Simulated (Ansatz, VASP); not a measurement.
# Ca2Si in two plane-wave programs, part 2 of 2

One calculation is typed for both programs; each brings its own data sets. How far apart do they land? The cell is generated by rule, not measured, and may not be a known phase. The cell is taken from a series of runs on this material, whose earlier steps may have relaxed, scaled, displaced or heated it; both programs get it as it stands.

VASP 6.6.1 and Ansatz 0.2.0.

So far: The starting structure; Ansatz: zone-centre phonons, PBEsol; VASP: zone-centre phonons, PBEsol.

## (3) VASP: zone-centre phonons, PBEsol (continued)

Level of this step: PBEsol; plane waves and PAW (Si, Ca_sv); invented cell (VASP).

Numbers of over 12 decimals in the logs are rounded to 6 here.

Parts of OUTCAR (step 3):

```text
ion  position               nearest neighbor table
   1  0.000  0.500  0.758-   3 2.92   4 2.98   6 2.98   6 2.98   4 2.98
   2  0.500  0.000  0.242-   5 2.92   4 2.98   6 2.98   4 2.98   6 2.98
   3  0.000  0.500  0.371-   1 2.92
   4  0.500  0.500  0.000-   1 2.98   2 2.98   2 2.98   1 2.98
   5  0.500  0.000  0.629-   2 2.92
   6  0.000  0.000  0.000-   1 2.98   2 2.98   1 2.98   2 2.98

  LATTYP: Found a simple tetragonal cell.
 ALAT       =     4.7081467274
 C/A-ratio  =     1.6042530058

 Subroutine GETGRP returns: Found 16 space group operations
 (whereof  8 operations were pure point group operations)

The static configuration has the point symmetry D_2d.
 The point group associated with its full space group is D_4h.

 Found     45 irreducible k-points:

   k-points           NKPTS =     45   k-points in BZ     NKDIM =     45   number of bands    NBANDS=     30

   dimension x,y,z NGX =    36 NGY =   36 NGZ =   56
   dimension x,y,z NGXF=    72 NGYF=   72 NGZF=  112

   ENCUT  =  500.0 eV  36.75 Ry    6.06 a.u.   8.58  8.58 13.77*2*pi/ulx,y,z

   NELECT =      48.0000    total number of electrons

 k-points in reciprocal lattice and weights: Automatic mesh
   0.00000000  0.00000000  0.00000000       0.004
   0.12500000  0.00000000  0.00000000       0.016
   0.25000000  0.00000000  0.00000000       0.016
   0.37500000  0.00000000  0.00000000       0.016
   0.50000000  0.00000000  0.00000000       0.008
   0.12500000  0.12500000  0.00000000       0.016
   0.25000000  0.12500000  0.00000000       0.031
   0.37500000  0.12500000  0.00000000       0.031
   0.50000000  0.12500000  0.00000000       0.016
[...]
0.50000000  0.37500000  0.50000000       0.016
   0.50000000  0.50000000  0.50000000       0.004

 average (electrostatic) potential at core
       1 -84.6184       2 -84.6184       3 -46.7154       4 -45.8847       5 -46.7154
       6 -45.8847

 Eigenvectors and eigenvalues of the dynamical matrix
 ----------------------------------------------------

   1 f  =    8.174809 THz    51.363840 2PiTHz  272.682277 cm-1    33.808278 meV
             X         Y         Z           dx          dy          dz
      0.000000  2.354073  5.725834    -0.000000   -0.000000    0.689090
      2.354073  0.000000  1.827225    -0.000000    0.000000   -0.689090
      0.000000  2.354073  2.803162    -0.000000   -0.000000   -0.158604
      2.354073  2.354073  0.000000     0.000000    0.000000   -0.000000
      2.354073  0.000000  4.749896    -0.000000   -0.000000    0.158604
      0.000000  0.000000  0.000000     0.000000    0.000000   -0.000000

   2 f  =    7.660862 THz    48.134614 2PiTHz  255.538840 cm-1    31.682764 meV
             X         Y         Z           dx          dy          dz
      0.000000  2.354073  5.725834     0.000000    0.000000   -0.593874
      2.354073  0.000000  1.827225    -0.000000   -0.000000   -0.593874
      0.000000  2.354073  2.803162     0.000000    0.000000    0.141261
      2.354073  2.354073  0.000000    -0.000000    0.000000    0.356873
      2.354073  0.000000  4.749896    -0.000000   -0.000000    0.141261
      0.000000  0.000000  0.000000     0.000000   -0.000000    0.356873

   3 f  =    7.312898 THz    45.948295 2PiTHz  243.932029 cm-1    30.243704 meV
             X         Y         Z           dx          dy          dz
      0.000000  2.354073  5.725834    -0.113183    0.225096    0.000000
      2.354073  0.000000  1.827225     0.113183   -0.225096    0.000000
      0.000000  2.354073  2.803162    -0.030457    0.060573   -0.000000
      2.354073  2.354073  0.000000     0.295237    0.587163    0.000000
      2.354073  0.000000  4.749896     0.030457   -0.060573   -0.000000
      0.000000  0.000000  0.000000    -0.295237   -0.587163    0.000000

   4 f  =    7.312898 THz    45.948295 2PiTHz  243.932029 cm-1    30.243704 meV
             X         Y         Z           dx          dy          dz
      0.000000  2.354073  5.725834     0.225096    0.113183    0.000000
      2.354073  0.000000  1.827225    -0.225096   -0.113183    0.000000
      0.000000  2.354073  2.803162     0.060573    0.030457   -0.000000
      2.354073  2.354073  0.000000    -0.587163    0.295237    0.000000
      2.354073  0.000000  4.749896    -0.060573   -0.030457   -0.000000
      0.000000  0.000000  0.000000     0.587163   -0.295237   -0.000000

   5 f  =    6.743704 THz    42.371940 2PiTHz  224.945741 cm-1    27.889705 meV
             X         Y         Z           dx          dy          dz
      0.000000  2.354073  5.725834    -0.000000   -0.000000   -0.131244
      2.354073  0.000000  1.827225    -0.000000   -0.000000   -0.131244
      0.000000  2.354073  2.803162    -0.000000    0.000000    0.543101
      2.354073  2.354073  0.000000     0.000000    0.000000   -0.433378
      2.354073  0.000000  4.749896    -0.000000   -0.000000    0.543101
      0.000000  0.000000  0.000000     0.000000    0.000000   -0.433378

   6 f  =    6.373974 THz    40.048859 2PiTHz  212.612881 cm-1    26.360626 meV
             X         Y         Z           dx          dy          dz
      0.000000  2.354073  5.725834    -0.003153    0.505645    0.000000
      2.354073  0.000000  1.827225    -0.003153    0.505645   -0.000000
      0.000000  2.354073  2.803162    -0.000400    0.064209    0.000000
      2.354073  2.354073  0.000000     0.003056   -0.490082   -0.000000
      2.354073  0.000000  4.749896    -0.000400    0.064209    0.000000
      0.000000  0.000000  0.000000     0.003056   -0.490082   -0.000000

   7 f  =    6.373974 THz    40.048859 2PiTHz  212.612881 cm-1    26.360626 meV
             X         Y         Z           dx          dy          dz
      0.000000  2.354073  5.725834    -0.505645   -0.003153    0.000000
      2.354073  0.000000  1.827225    -0.505645   -0.003153    0.000000
      0.000000  2.354073  2.803162    -0.064209   -0.000400   -0.000000
      2.354073  2.354073  0.000000     0.490082    0.003056    0.000000
      2.354073  0.000000  4.749896    -0.064209   -0.000400   -0.000000
      0.000000  0.000000  0.000000     0.490082    0.003056    0.000000

   8 f  =    5.342784 THz    33.569704 2PiTHz  178.216101 cm-1    22.095971 meV
             X         Y         Z           dx          dy          dz
      0.000000  2.354073  5.725834    -0.000000   -0.000000   -0.158604
      2.354073  0.000000  1.827225     0.000000    0.000000    0.158604
      0.000000  2.354073  2.803162    -0.000000    0.000000   -0.689090
      2.354073  2.354073  0.000000    -0.000000    0.000000    0.000000
      2.354073  0.000000  4.749896     0.000000   -0.000000    0.689090
      0.000000  0.000000  0.000000    -0.000000   -0.000000    0.000000

   9 f  =    4.700560 THz    29.534492 2PiTHz  156.793817 cm-1    19.439947 meV
             X         Y         Z           dx          dy          dz
      0.000000  2.354073  5.725834     0.041329    0.638771   -0.000000
      2.354073  0.000000  1.827225    -0.041329   -0.638771    0.000000
      0.000000  2.354073  2.803162    -0.012867   -0.198868   -0.000000
      2.354073  2.354073  0.000000     0.014517   -0.224364   -0.000000
      2.354073  0.000000  4.749896     0.012867    0.198868    0.000000
      0.000000  0.000000  0.000000    -0.014517    0.224364    0.000000

  10 f  =    4.700560 THz    29.534492 2PiTHz  156.793817 cm-1    19.439947 meV
             X         Y         Z           dx          dy          dz
      0.000000  2.354073  5.725834     0.638771   -0.041329   -0.000000
      2.354073  0.000000  1.827225    -0.638771    0.041329   -0.000000
      0.000000  2.354073  2.803162    -0.198868    0.012867   -0.000000
      2.354073  2.354073  0.000000     0.224364    0.014517   -0.000000
      2.354073  0.000000  4.749896     0.198868   -0.012867    0.000000
      0.000000  0.000000  0.000000    -0.224364   -0.014517   -0.000000

  11 f  =    4.363497 THz    27.416663 2PiTHz  145.550606 cm-1    18.045967 meV
             X         Y         Z           dx          dy          dz
      0.000000  2.354073  5.725834    -0.000000   -0.000000   -0.000000
      2.354073  0.000000  1.827225    -0.000000    0.000000   -0.000000
      0.000000  2.354073  2.803162     0.000000    0.000000    0.000000
      2.354073  2.354073  0.000000    -0.000000    0.000000   -0.707107
      2.354073  0.000000  4.749896    -0.000000   -0.000000   -0.000000
      0.000000  0.000000  0.000000     0.000000   -0.000000    0.707107

  12 f  =    3.378618 THz    21.228481 2PiTHz  112.698553 cm-1    13.972833 meV
             X         Y         Z           dx          dy          dz
      0.000000  2.354073  5.725834     0.000898   -0.163661   -0.000000
      2.354073  0.000000  1.827225    -0.000898    0.163661   -0.000000
      0.000000  2.354073  2.803162     0.003705   -0.675037   -0.000000
      2.354073  2.354073  0.000000     0.000727    0.132380   -0.000000
      2.354073  0.000000  4.749896    -0.003705    0.675037    0.000000
      0.000000  0.000000  0.000000    -0.000727   -0.132380    0.000000

  13 f  =    3.378618 THz    21.228481 2PiTHz  112.698553 cm-1    13.972833 meV
             X         Y         Z           dx          dy          dz
      0.000000  2.354073  5.725834    -0.163661   -0.000898   -0.000000
      2.354073  0.000000  1.827225     0.163661    0.000898    0.000000
      0.000000  2.354073  2.803162    -0.675037   -0.003705    0.000000
      2.354073  2.354073  0.000000    -0.132380    0.000727    0.000000
      2.354073  0.000000  4.749896     0.675037    0.003705   -0.000000
      0.000000  0.000000  0.000000     0.132380   -0.000727    0.000000
    [... 43 further lines ...]
      2.354073  0.000000  4.749896    -0.406794    0.114728    0.000000
      0.000000  0.000000  0.000000    -0.416688    0.117518    0.000000

 ELASTIC MODULI CONTR FROM IONIC RELAXATION (kBar)
 Direction    XX          YY          ZZ          XY          YZ          ZX
 --------------------------------------------------------------------------------
 XX         -64.0936    -28.7744     21.5070      0.0000     -0.0000      0.0000
 YY         -28.7744    -64.0936     21.5070      0.0000     -0.0000      0.0000
 ZZ          21.5070     21.5070    -35.2016      0.0000     -0.0000     -0.0000
 XY           0.0000      0.0000      0.0000      0.0000      0.0000      0.0000
 YZ          -0.0000     -0.0000     -0.0000      0.0000   -196.2295      0.0000
 ZX           0.0000      0.0000     -0.0000      0.0000      0.0000   -191.6892
 --------------------------------------------------------------------------------
```

## (4) Differences

Known differences besides the potentials themselves: the cutoff is 420 eV in Ansatz and 500 eV in VASP; Ansatz makes its cores anew for this functional, VASP keeps those of its PBE data sets. Total energies have different zeros and are not compared.

The two programs side by side:

```
                    quantity  Ansatz   VASP  difference
  optical mode 1 to 2 (cm⁻¹)    60.6   63.4     -4.44 %
  optical mode 3 to 4 (cm⁻¹)   110.1  112.7     -2.31 %
       optical mode 5 (cm⁻¹)   143.8  145.6     -1.20 %
  optical mode 6 to 7 (cm⁻¹)   156.3  156.8     -0.31 %
       optical mode 8 (cm⁻¹)   177.3  178.2     -0.51 %
 optical mode 9 to 10 (cm⁻¹)   211.1  212.6     -0.70 %
      optical mode 11 (cm⁻¹)   223.2  224.9     -0.80 %
optical mode 12 to 13 (cm⁻¹)   242.1  243.9     -0.76 %
      optical mode 14 (cm⁻¹)   253.8  255.5     -0.66 %
      optical mode 15 (cm⁻¹)   271.6  272.7     -0.38 %
```

Modes are paired by rising frequency, not by their patterns, so a pair may set unlike modes beside each other; they are those without the splitting of longitudinal modes.

## (5) Summary of results

* r.m.s. difference of the optical zone-centre modes, each program's sorted by frequency (zone-centre phonons, PBEsol): 1.9 cm⁻¹
* difference in optical mode 1 to 2 (zone-centre phonons, PBEsol): -4.4 %

What this shows: The r.m.s. difference of the optical zone-centre modes, each program's sorted by frequency is 1.9 cm⁻¹ (zone-centre phonons, PBEsol). Among the rows given in per cent, the largest difference of the zone-centre phonons, PBEsol pair is in optical mode 1 to 2, -4.4 %. Such differences can come from data sets, numerical settings and the points named under the comparisons, not from the functional's error against experiment.

[Lines on the potential files, build, host, timing and source positions are cut from VASP's logs without a mark.]

[Logs are printed without paths, hosts, clocks, repeated set-up lines and the standing remarks that a program may print on its own settings, such as how far it seeks lower states.]

[Hosts, paths, dates, database ids (printed as entryN), source tags and the programs' standing remarks are cut or masked in the printed files.]
